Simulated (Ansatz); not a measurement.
# Compressing GaAs: a fit and a missing row

GaAs, F-43m, a = 5.666 Å. Ansatz: r2SCAN, PAW, 500 eV, Γ-centred 8×8×8 mesh on 2 atoms, Gaussian smearing 0.02 eV; no spin polarisation. Symmetry fixes shape and atoms, so the cell is only scaled; pressure is positive in compression.

| V (Å³/atom) | P (GPa) |
| --- | --- |
| 20.013 | ? |
| 20.695 | 8.47 |
| 21.378 | 5.17 |
| 22.060 | 2.37 |
| 22.742 | 0.00 |
| 23.425 | -2.00 |
| 24.107 | -3.69 |
| 25.016 | -5.54 |

Question: Take V0 = 22.742 Å³/atom, fit the third-order Birch–Murnaghan form to the other rows, and predict the missing pressure.

Answer: With the Eulerian strain f = ½[(V0/V)^(2/3) − 1] and y = P/[3f(1 + 2f)^(5/2)], the form is the line y = B0 + 1.5 B0 (B0′ − 4) f. Rows (f, y): 0.03245, 74.3; 0.02105, 73.8; 0.01025, 73.3; -0.00977, 71.7; -0.01906, 71.1; -0.03078, 70.3. Means f = 0.0006900, y = 72.417; Σ(Δf)² = 0.003004, ΣΔfΔy = 0.1965; the slope is their ratio. y = 72.37 + 65.41 f GPa, so B0 = 72.4 GPa and B0′ = 4 + 2 × (65.41)/(3 × 72.37) = 4.60. At V = 20.013, f = 0.04448, y = 75.28 and P = 12.43 GPa. The run gave 12.38 GPa, so the fit is 0.05 GPa too high, a small miss on the scale of the series.